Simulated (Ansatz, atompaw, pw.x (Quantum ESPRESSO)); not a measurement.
## From atom to crystal: PAW (atompaw) potential for Ga

atompaw 4.2.0.5 input, output lines left out:

```
Ga 31
GGA-PBE scalarrelativistic loggrid 1500 logderivrange -3 5 201
4 4 3 0 0 0
4 1 1
0 0 0
c
c
c
v
c
c
v
c
2
2.50 1.90 1.95 1.80
y
0.65
n
y
4.45
n
y
-0.2
y
2.25
n
custom polynom2 7 10 vanderbiltortho sinc
3 0 troulliermartins
2.50
1.95
2.50
2.50
2.50
2.15
```

Atomic tests: cutoffs needed: 18 Ry and 18 Ry (the cutoffs (Ry, on a coarse ladder) from which the occupation-weighted sum of valence levels, in a spherical-Bessel basis at the reference potential, stays within 10 and 1 mRy of its value at 400 Ry); ghost test: ghost states, extra bound levels that the all-electron valence spectrum of the same l lacks: s at -16.3 eV, d at -9.3 eV; a true bound ghost makes a file unfit for plane-wave use (spherical-Bessel basis up to 400 Ry, 20 bohr box); lowest eigenvalue of the overlap operator: 0.66 (s channel).

Crystal test: fcc Ga in pw.x 7.5, no spin, 13³ k-points, Fermi–Dirac smearing 0.01 Ry, cutoffs 40/400 Ry. The reference is all-electron LAPW (Ansatz 0.2.0) with the same functional, mesh and smearing; V0 and B0 come from Birch–Murnaghan fits to the pressures at five volumes. Errors are pseudo minus all-electron; Δ is the rms difference of the E(V) curves that follow from these fits, minima aligned, over ±6 % about the mean V0. Mesh and smearing are coarse, so the numbers serve the comparison and aren't converged zero-temperature values; the lattice is a test structure that the element need not adopt.

```json
{"V (Å³/atom)": "18.074", "P all-electron (GPa)": "2.74", "P pseudo (GPa)": "-8.18"}
{"V (Å³/atom)": "18.549", "P all-electron (GPa)": "1.23", "P pseudo (GPa)": "-8.22"}
{"V (Å³/atom)": "19.025", "P all-electron (GPa)": "-0.07", "P pseudo (GPa)": "-8.24"}
{"V (Å³/atom)": "19.501", "P all-electron (GPa)": "-1.20", "P pseudo (GPa)": "-8.24"}
{"V (Å³/atom)": "19.976", "P all-electron (GPa)": "-2.17", "P pseudo (GPa)": "-8.22"}
```

All-electron: a0 = 4.236 Å (V0 = 19.00 Å³/atom), B0 = 48.8 GPa.

Pseudopotential: mean pressure error (GPa): -8.33. The pressure does not cross zero within the volumes sampled, so no fit is given. This is a poor potential for the solid. The pseudo pressure rises with volume over part of the range, a mechanical instability. Note: ghost states, extra bound levels that the all-electron valence spectrum of the same l lacks: s at -16.3 eV, d at -9.3 eV. A true bound ghost makes a file unfit for plane-wave use.

**Question.** At the middle volume, how do free energy and pressure move when the wave cutoff is lowered (ecutrho held at 400 Ry)?

**Answer.**

```json
{"cutoff (Ry)": "18", "shift of F (meV/atom)": "+2606.8", "shift of P (GPa)": "-127.31"}
{"cutoff (Ry)": "24", "shift of F (meV/atom)": "+293.5", "shift of P (GPa)": "-1.22"}
{"cutoff (Ry)": "32", "shift of F (meV/atom)": "+109.9", "shift of P (GPa)": "-6.19"}
```

The 8 pw.x runs together took about 2.4 min on one core of a shared server CPU.
